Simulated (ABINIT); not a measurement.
# GaSb (F-43m) in ABINIT: a series of runs

Aim: see how the results for GaSb move with the level of theory and the settings. Levels: BLYP, LDA. Tasks: band structure, equation of state.

All numbers are computed with ABINIT 10.8.3 (patched build); they aren't measurements. Logs are shortened: lines on timing, memory, paths and dates and some standing lists are left out, and cuts for length are marked. The log counts tension as positive stress, the text compression.

**Experimental background.**

From a printed reference work, data compilation, for a bulk crystal of GaSb at 4.2 K: band gap 0.811 eV (direct).

How close the calculation comes is told below.

## (1) The crystal as given

Symmetry: F-43m, No. 216, cubic system. The conventional cell has a = 6.118 Å, b = 6.118 Å, c = 6.118 Å, α = 90.00°, β = 90.00°, γ = 90.00°. Sb (site symmetry -43m) is surrounded by 4 Ga at 2.65 Å. Ga (site symmetry -43m) is surrounded by 4 Sb at 2.65 Å.

## (2) Band structure, BLYP

File run.abi:

```
# Datasets: ground state, then fixed potential
ndtset 2

# Pseudopotentials
pp_dirpath "./"
pseudos "Sb.GGA_PBE-JTH_sp.xml, Ga.GGA_PBE-JTH.xml"

# Structure
acell 4.3260792873 4.3260792873 4.3260792873 Angstrom
rprim
     0.0000000000     0.7071067812     0.7071067812
     0.7071067812     0.0000000000     0.7071067812
     0.7071067812     0.7071067812     0.0000000000
ntypat 2
znucl 51 31
natom 2
typat 1 2
xred
     0.7500000000     0.7500000000     0.7500000000
     0.0000000000     0.0000000000     0.0000000000

# Plane-wave basis
ecut 20.0
pawecutdg 40.0

# Exchange and correlation
ixc -106131

# Bands and occupations
occopt 3
tsmear 0.00183747

# SCF cycle
nstep 100

# Output
iomode 3
prtwf 0
prteig 0
prtebands 0
prtden1 1

# Dataset 1
kptopt1 1
ngkpt1 8 8 8
nshiftk1 1
shiftk1 0.0 0.0 0.0
nband1 13
tolvrs1 1.0e-9

# Dataset 2: bands along G-X-W-K-G-L-U-W-L-K
iscf2 -2
getden2 1
nband2 17
nbdbuf2 2
tolwfr2 1.0e-12
kptopt2 -9
ndivsm2 6
prteig2 1
kptbounds2
     0.0000000000     0.0000000000     0.0000000000
     0.5000000000     0.0000000000     0.5000000000
     0.5000000000     0.2500000000     0.7500000000
     0.3750000000     0.3750000000     0.7500000000
     0.0000000000     0.0000000000     0.0000000000
     0.5000000000     0.5000000000     0.5000000000
     0.6250000000     0.2500000000     0.6250000000
     0.5000000000     0.2500000000     0.7500000000
     0.5000000000     0.5000000000     0.5000000000
     0.3750000000     0.3750000000     0.7500000000
```

Potentials or basis: JTH PAW PBE v2.0 sp.

Launch:

```sh
$ abinit run.abi > log 2>&1
```

run.abo:

```text
.Version 10.8.3 of ABINIT
 DATASET    1 : space group F-4 3 m (#216); Bravais cF (face-center cubic)
================================================================================
 Values of the parameters that define the memory need for DATASET  1.
     intxc =       0    ionmov =       0      iscf =      17    lmnmax =      18
     lnmax =       6     mgfft =      36  mpssoang =       3    mqgrid =    3001
     natom =       2  nloc_mem =       2    nspden =       1   nspinor =       1
    nsppol =       1      nsym =      24    n1xccc =       1    ntypat =       2
    occopt =       3   xclevel =       2
       mpw =        1666          nfft =       46656          nkpt =          29
 PAW method is used; the additional fine FFT grid is defined by:
   mgfftf=        48    nfftf =    110592
================================================================================
================================================================================

 DATASET    2 : space group F-4 3 m (#216); Bravais cF (face-center cubic)
================================================================================
 Values of the parameters that define the memory need for DATASET  2.
     intxc =       0    ionmov =       0      iscf =      -2    lmnmax =      18
     lnmax =       6     mgfft =      36  mpssoang =       3    mqgrid =    3001
     natom =       2  nloc_mem =       2    nspden =       1   nspinor =       1
    nsppol =       1      nsym =      24    n1xccc =       1    ntypat =       2
    occopt =       3   xclevel =       2
       mpw =        1673          nfft =       46656          nkpt =         103
 PAW method is used; the additional fine FFT grid is defined by:
   mgfftf=        48    nfftf =    110592
================================================================================
================================================================================

--------------------------------------------------------------------------------
------------- Echo of variables that govern the present computation ------------
--------------------------------------------------------------------------------
 -outvars: echo values of preprocessed input variables --------
            acell      8.1751050520E+00  8.1751050520E+00  8.1751050520E+00 Bohr
              amu      1.21753000E+02  6.97230000E+01
             ecut      2.00000000E+01 Hartree
           getden1          0
           getden2          1
             iscf1         17
             iscf2         -2
                       outvar_i_n : Printing only first  50 k-points.
              ixc     -106131
           jdtset        1    2
                       outvar_i_n : Printing only first  50 k-points.
           kptopt1          1
           kptopt2         -9
         kptrlatt        8    0    0      0    8    0      0    0    8
          kptrlen1     6.54008404E+01
          kptrlen2     3.00000000E+01
            natom           2
            nband1         13
            nband2         17
           nbdbuf1          0
           nbdbuf2          2
           ndtset           2
           ndivsm1          0
           ndivsm2          6
            ngfft          36      36      36
          ngfftdg          48      48      48
             nkpt1         29
             nkpt2        103
            nstep         100
             nsym          24
           ntypat           2
           occopt           3
        pawecutdg      4.00000000E+01 Hartree
         pawxcdev           0
        prtebands           0
           prteig1          0
           prteig2          1
            prtwf           0
            rprim      0.0000000000E+00  7.0710678120E-01  7.0710678120E-01
                       7.0710678120E-01  0.0000000000E+00  7.0710678120E-01
                       7.0710678120E-01  7.0710678120E-01  0.0000000000E+00
           shiftk1     0.00000000E+00  0.00000000E+00  0.00000000E+00
           shiftk2     5.00000000E-01  5.00000000E-01  5.00000000E-01
          spgroup         216
           tolvrs1     1.00000000E-09
[... 236 lines left out ...]

 Coarse grid specifications (used for wave-functions):

 getcut: wavevector=  0.0000  0.0000  0.0000  ngfft=  36  36  36
         ecut(hartree)=     20.000   => boxcut(ratio)=   2.18740

 Fine grid specifications (used for densities):

 getcut: wavevector=  0.0000  0.0000  0.0000  ngfft=  48  48  48
         ecut(hartree)=     40.000   => boxcut(ratio)=   2.06230
--------------------------------------------------------------------------------

================================================================================
 Non-SCF case, kpt    1 (  0.00000  0.00000  0.00000), residuals and eigenvalues=
  3.56E-13  7.82E-13  4.15E-13  9.33E-13  8.54E-13  3.72E-13  3.97E-13  4.39E-13
  7.35E-13  4.78E-13  2.32E-13  7.50E-13  5.99E-13  2.65E-13  3.29E-13  8.89E-13
  3.07E-13
 -8.5192E-01 -8.5192E-01 -8.5192E-01 -8.5006E-01 -8.5006E-01 -7.1839E-01
 -2.9995E-01 -2.9607E-01 -2.9607E-01 -2.9607E-01 -1.8997E-01 -1.8997E-01
 -1.8997E-01 -6.6755E-02  4.2337E-02  4.2337E-02  7.4818E-02
 Non-SCF case, kpt    2 (  0.02941  0.00000  0.02941), residuals and eigenvalues=
  4.47E-13  8.97E-13  5.41E-13  8.36E-13  5.47E-13  6.92E-13  4.72E-13  7.63E-13
  6.33E-13  5.95E-13  5.16E-13  6.88E-13  6.08E-13  4.99E-13  8.58E-13  2.57E-10
  9.42E-06
[... 696 lines left out ...]
 Non-SCF case, kpt  102 (  0.38750  0.38750  0.72500), residuals and eigenvalues=
  6.66E-13  6.10E-13  5.52E-13  3.43E-13  9.60E-13  6.97E-13  7.69E-13  4.67E-13
  7.46E-13  6.99E-13  4.43E-13  6.83E-13  4.81E-13  3.05E-13  9.46E-13  1.36E-07
  1.12E-06
 -8.5320E-01 -8.5126E-01 -8.5118E-01 -8.5026E-01 -8.4995E-01 -6.3463E-01
 -5.3882E-01 -4.2685E-01 -3.7193E-01 -2.3768E-01 -1.3369E-01 -5.9847E-02
 -5.0437E-02 -1.1793E-02  4.5676E-02  1.6118E-01  1.8707E-01
 Non-SCF case, kpt  103 (  0.37500  0.37500  0.75000), residuals and eigenvalues=
  7.37E-13  5.47E-13  3.81E-13  3.69E-13  9.12E-13  9.73E-13  5.78E-13  4.37E-13
  6.20E-13  5.93E-13  9.62E-13  3.72E-13  9.16E-13  9.00E-13  4.93E-13  4.49E-06
  3.42E-04
 -8.5324E-01 -8.5123E-01 -8.5115E-01 -8.5029E-01 -8.4994E-01 -6.3246E-01
 -5.4129E-01 -4.2563E-01 -3.7497E-01 -2.4024E-01 -1.4875E-01 -4.7142E-02
 -3.9162E-02 -7.3435E-03  5.2348E-02  1.6401E-01  2.0058E-01

--- !ResultsGS
iteration_state: {dtset: 2, }
comment   : Summary of ground state results
lattice_vectors:
- [  0.0000000,   5.7806722,   5.7806722, ]
- [  5.7806722,   0.0000000,   5.7806722, ]
- [  5.7806722,   5.7806722,   0.0000000, ]
lattice_lengths: [   8.17511,    8.17511,    8.17511, ]
lattice_angles: [ 60.000,  60.000,  60.000, ] # degrees, (23, 13, 12)
lattice_volume:   3.8633587E+02
convergence: {deltae:  0.000E+00, res2:  0.000E+00, residm:  9.986E-13, diffor:  0.000E+00, }
etotal    :  -8.46914876E+01
entropy   :   0.00000000E+00
fermie    :  -2.94492081E-01
cartesian_stress_tensor: null
pressure_GPa: null
xred      :
- [  7.5000E-01,   7.5000E-01,   7.5000E-01, Sb]
- [  0.0000E+00,   0.0000E+00,   0.0000E+00, Ga]
cartesian_forces: null
force_length_stats: {min: null, max: null, mean: null, }
...

 Integrated electronic density in atomic spheres:
 ------------------------------------------------
 Atom  Sphere_radius  Integrated_density
    1        2.30676          2.40606641
    2        2.10359         11.05575872

================================================================================

 ----iterations are completed or convergence reached----

 Mean square residual over all n,k,spin=   59.631E-14; max=  99.865E-14
 reduced coordinates (array xred) for    2 atoms
       0.750000000000      0.750000000000      0.750000000000
       0.000000000000      0.000000000000      0.000000000000

 cartesian coordinates (angstrom) at end:
    1      4.58850000008804     4.58850000008804     4.58850000008804
    2      0.00000000000000     0.00000000000000     0.00000000000000
 length scales=  8.175105051959  8.175105051959  8.175105051959 bohr
              =  4.326079287300  4.326079287300  4.326079287300 angstroms
 Eigenvalues (hartree) for nkpt= 103  k points:
 kpt#   1, nband= 17, wtk=  1.00000, kpt=  0.0000  0.0000  0.0000 (reduced coord)
  -0.85192   -0.85192   -0.85192   -0.85006   -0.85006   -0.71839   -0.29995   -0.29607
  -0.29607   -0.29607   -0.18997   -0.18997   -0.18997   -0.06675    0.04234    0.04234
   0.07482
 kpt#   2, nband= 17, wtk=  1.00000, kpt=  0.0294  0.0000  0.0294 (reduced coord)
  -0.85193   -0.85191   -0.85191   -0.85006   -0.85006   -0.71796   -0.31610   -0.29788
  -0.29788   -0.28026   -0.19127   -0.18756   -0.18756   -0.06421    0.03116    0.04282
   0.07579
 kpt#   3, nband= 17, wtk=  1.00000, kpt=  0.0588  0.0000  0.0588 (reduced coord)
  -0.85198   -0.85189   -0.85189   -0.85007   -0.85005   -0.71667   -0.33413   -0.30283
  -0.30283   -0.26342   -0.19467   -0.18080   -0.18080   -0.05693    0.01168    0.04426
   0.07859
 kpt#   4, nband= 17, wtk=  1.00000, kpt=  0.0882  0.0000  0.0882 (reduced coord)
  -0.85205   -0.85185   -0.85185   -0.85008   -0.85004   -0.71451   -0.35216   -0.30994
  -0.30994   -0.24819   -0.19888   -0.17069   -0.17069   -0.04579   -0.00804    0.04666
   0.08332
 kpt#   5, nband= 17, wtk=  1.00000, kpt=  0.1176  0.0000  0.1176 (reduced coord)
[... 381 lines left out ...]
  -0.36380   -0.23166   -0.12106   -0.08084   -0.07792   -0.00244    0.04619    0.11521
   0.17067
 kpt# 101, nband= 17, wtk=  1.00000, kpt=  0.4000  0.4000  0.7000 (reduced coord)
  -0.85315   -0.85130   -0.85122   -0.85023   -0.84997   -0.63811   -0.53556   -0.42518
  -0.36817   -0.23466   -0.12122   -0.07505   -0.06490   -0.00854    0.04411    0.14131
   0.17802
 kpt# 102, nband= 17, wtk=  1.00000, kpt=  0.3875  0.3875  0.7250 (reduced coord)
  -0.85320   -0.85126   -0.85118   -0.85026   -0.84995   -0.63463   -0.53882   -0.42685
  -0.37193   -0.23768   -0.13369   -0.05985   -0.05044   -0.01179    0.04568    0.16118
   0.18707
 kpt# 103, nband= 17, wtk=  1.00000, kpt=  0.3750  0.3750  0.7500 (reduced coord)
  -0.85324   -0.85123   -0.85115   -0.85029   -0.84994   -0.63246   -0.54129   -0.42563
  -0.37497   -0.24024   -0.14875   -0.04714   -0.03916   -0.00734    0.05235    0.16401
   0.20058

== END DATASET(S) ==============================================================
================================================================================

 -outvars: echo values of variables after computation  --------
            acell      8.1751050520E+00  8.1751050520E+00  8.1751050520E+00 Bohr
           etotal1    -8.4691487618E+01
            fcart1     4.1849344694E-30  1.8195367258E-31 -3.0932124339E-30
                      -4.1849344694E-30 -1.8195367258E-31  3.0932124339E-30
            rprim      0.0000000000E+00  7.0710678120E-01  7.0710678120E-01
                       7.0710678120E-01  0.0000000000E+00  7.0710678120E-01
                       7.0710678120E-01  7.0710678120E-01  0.0000000000E+00
           strten1    -1.8673059150E-04 -1.8673059150E-04 -1.8673059150E-04
                       0.0000000000E+00  0.0000000000E+00  0.0000000000E+00
           xangst      4.5885000001E+00  4.5885000001E+00  4.5885000001E+00
                       0.0000000000E+00  0.0000000000E+00  0.0000000000E+00
             xred      7.5000000000E-01  7.5000000000E-01  7.5000000000E-01
                       0.0000000000E+00  0.0000000000E+00  0.0000000000E+00
 Calculation completed.
```

It took 88 s on 1 thread of Arm Neoverse V1, shared host; peak memory 0.15 GiB.

What came out:

```
Free energy                                           : -2304.5728 eV
Pressure                                              : 5.5 GPa
Band gap on the k mesh                                : none (metal or under the smearing width)
Valence electrons inside the program's atomic spheres : Sb 2.41; Ga 11.06
```

Levels at the corners of the path, in eV from the Fermi level:
```
point  band 6  band 7  band 8  band 9  band 10  band 11  band 12  band 13
    Γ  -11.53   -0.15   -0.04   -0.04    -0.04     2.84     2.84     2.84
    X   -9.13   -6.89   -2.56   -2.56     0.95     1.38     8.77     8.77
    W   -9.09   -6.77   -3.31   -3.10     3.64     4.48     4.53     5.00
    K   -9.20   -6.72   -3.57   -2.19     1.48     3.97     6.73     6.95
    Γ  -11.53   -0.15   -0.04   -0.04    -0.04     2.84     2.84     2.84
    L   -9.95   -6.40   -1.17   -1.17     0.36     3.85     3.85     6.89
    U   -9.20   -6.72   -3.57   -2.19     1.48     3.97     6.73     6.95
    W   -9.09   -6.77   -3.31   -3.10     3.64     4.48     4.53     5.00
    L   -9.95   -6.40   -1.17   -1.17     0.36     3.85     3.85     6.89
    K   -9.20   -6.72   -3.57   -2.19     1.48     3.97     6.73     6.95
```

Caveat: the PAW data sets were made with another functional, which shifts forces and pressure a little; spin-orbit coupling is left out, which moves the levels of the heavy elements; this set keeps more shells in the core, which shifts pressures and gaps; this crystal is a semiconductor, whose small gap the functional closes, so the metal is an error of the method.

## (3) Equation of state, LDA

File run.abi:

```
# Datasets: one volume each
ndtset 7
getwfk -1
scalecart1 3*0.9795861087
scalecart2 3*0.9864848297
scalecart3 3*0.9932883884
scalecart4 3*1.0000000000
scalecart5 3*1.0066227096
scalecart6 3*1.0131594038
scalecart7 3*1.0196128224

# Pseudopotentials
pp_dirpath "./"
pseudos "Sb.LDA_PW-JTH_sp.xml, Ga.LDA_PW-JTH.xml"

# Structure
acell 4.3260792873 4.3260792873 4.3260792873 Angstrom
rprim
     0.0000000000     0.7071067812     0.7071067812
     0.7071067812     0.0000000000     0.7071067812
     0.7071067812     0.7071067812     0.0000000000
ntypat 2
znucl 51 31
natom 2
typat 1 2
xred
     0.7500000000     0.7500000000     0.7500000000
     0.0000000000     0.0000000000     0.0000000000

# Plane-wave basis
ecut 20.0
pawecutdg 40.0

# k points
kptopt 1
ngkpt 8 8 8
nshiftk 1
shiftk 0.0 0.0 0.0

# Exchange and correlation
ixc 7

# Bands and occupations
nband 13
occopt 3
tsmear 0.05 eV

# SCF cycle
nstep 100
tolvrs 1.0e-9

# Output
iomode 3
prtwf 1
prtden 0
prteig 0
prtebands 0
enunit 1
```

Potentials or basis: JTH PAW LDA v2.0 sp.

Launch:

```sh
$ abinit run.abi > log 2>&1
```

Run time: 2 min. Hardware: 1 thread of Arm Neoverse V1, shared host; peak memory 0.14 GiB.

Results (log left out):

```yaml
Equilibrium_volume: 27.74 Å³/atom
Bulk_modulus: 55 GPa
Pressure_derivative_of_the_bulk_modulus: 4.7
```

Energy against volume, from the lowest point:
```csv
volume (Å³/atom),energy (meV/atom)
26.907,4.20
27.480,0.00
28.052,0.15
28.625,4.11
29.197,11.49
29.770,21.92
30.342,35.05
```

Caveat: pressures at fixed basis lie under the slope of the energies; this set keeps more shells in the core, which shifts pressures and gaps. Zero-point motion and thermal expansion aren't in these numbers.

## (4) How close it comes

Step 2. Measured gap of GaSb: 0.811 eV (direct; 4.2 K; a printed reference work, data compilation). This calculation gives 0.00 eV (-0.81 eV). Spin-orbit coupling on Ga, Sb is left out. The value is that of BLYP on a finite k mesh, which can miss the band edges, without temperature or zero-point motion. Semilocal functionals fall short of measured gaps as a rule.
